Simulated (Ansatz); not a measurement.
# Si2W: band structure with PBE+U

Crystal: Si2W.

```
W Si
1.0
    -1.60690    1.60690    3.91495
     1.60690   -1.60690    3.91495
     1.60690    1.60690   -3.91495
W Si
1 2
Cartesian
  0.0000 0.0000 0.0000
  0.0000 0.0000 5.2092
  0.0000 0.0000 2.6207
```

```yaml
Program: Ansatz 0.2.0
Task: band structure
Functional: PBE
Potentials_or_basis: Ansatz PAW
Cutoff: "420 eV (not typed: the program's choice for these potentials)"
k_mesh: 12 × 12 × 12
Occupations: fermi-dirac, width 0.05 eV
Spin: no spin polarisation
Hubbard_terms: W d U = 6 eV
Path: "[[\"G\", \"X\", \"Y\", \"S\", \"G\", \"Z\", \"S1\", \"N\", \"P\", \"Y1\", \"Z\"], [\"X\", \"P\"]]"
Points_for_each_segment_of_the_path: 14
Hubbard_projectors: ortho-atomic (the default)
Double_counting: fll (the default)
```

```
Pressure               : 2.5 GPa
Largest force          : 0.325 eV/Å
Band gap on the k mesh : none (metal or under the smearing width)
```

Forces on the atoms (eV/Å):
```
W    0.000  0.000  0.000
Si   0.000  0.000 -0.325
Si   0.000  0.000  0.325
```

Stress tensor (GPa, compression positive):
```
3.36 0.00 0.00
0.00 3.36 0.00
0.00 0.00 0.82
```

Levels at the corners of the path, in eV from the Fermi level:
```csv
point,band 9,band 10,band 11,band 12,band 13,band 14
Γ,-3.00,-2.37,0.34,2.93,3.10,3.30
X,-4.78,-3.54,-1.51,3.01,3.64,3.79
Y,-4.02,-3.40,-2.10,2.04,3.00,3.49
S,-2.59,-2.50,-0.68,2.21,3.15,3.61
Γ,-3.00,-2.37,0.34,2.93,3.10,3.30
Z,-0.83,-0.83,-0.66,-0.66,0.52,4.70
S1,-2.59,-2.50,-0.68,2.21,3.15,3.61
N,-2.98,-2.45,-0.80,2.95,3.55,4.13
P,-2.88,-2.41,-2.41,0.39,4.03,4.10
Y1,-4.02,-3.40,-2.10,2.04,3.00,3.49
Z,-0.83,-0.83,-0.66,-0.66,0.52,4.70
X,-4.78,-3.54,-1.51,3.01,3.64,3.79
P,-2.88,-2.41,-2.41,0.39,4.03,4.10
```

Eigenvalues of the final occupation matrices:
| site | spin | trace | eigenvalues |
| --- | --- | --- | --- |
| site 1 | 1 | 2.76 | 0.40 0.47 0.62 0.63 0.63 |

It took 5.8 s on 2 threads of Arm Neoverse V2, with other jobs on the host, peak memory 0.45 GiB.

Caveat: spin-orbit coupling is left out, which moves the levels of the heavy elements; U without spin polarisation on a metal has little footing; the U is typed as a test and isn't derived for this compound.
